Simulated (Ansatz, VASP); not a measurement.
**C: VASP beside Ansatz**

```
C
1.0
     1.26277    0.72906    2.06209
    -1.26277    0.72906    2.06209
     0.00000   -1.45812    2.06209
C
2
Direct
  0.12500 0.12500 0.12500
  0.87500 0.87500 0.87500
```

Alike in both runs: functional PBE; k mesh 9 × 9 × 9; occupations gaussian, width 0.1 eV; no spin polarisation.

Ansatz relaxed the structure, and its values are those at the end. VASP's run is a single point on that final structure, the one shown.

|  | VASP | Ansatz |
| --- | --- | --- |
| version | VASP 6.6.1 | Ansatz 0.2.0 |
| potentials or method | VASP PAW PBE potentials, release 64 (C) | scalar-relativistic, plane waves, PAW |
| plane-wave cutoff (eV) | 520 | 420 |
| valence electrons in the cell | 8 | 8 |

Ansatz gave:

```
gap on the k mesh at the Fermi level (eV) : 4.15
least direct gap on the mesh (eV)         : 5.58
pressure (GPa)                            : 0.0
```

Estimate VASP's values.

gap on the k mesh at the Fermi level (eV): 4.14; least direct gap on the mesh (eV): 5.58; pressure (GPa): 0.6.

The functional is the same, so the differences come from potentials, cutoffs and numerics.

Caveats: an odd mesh through Γ misses points on the zone boundary, where band edges often lie. A hybrid or GW would open this gap; PBE tends to underestimate it.
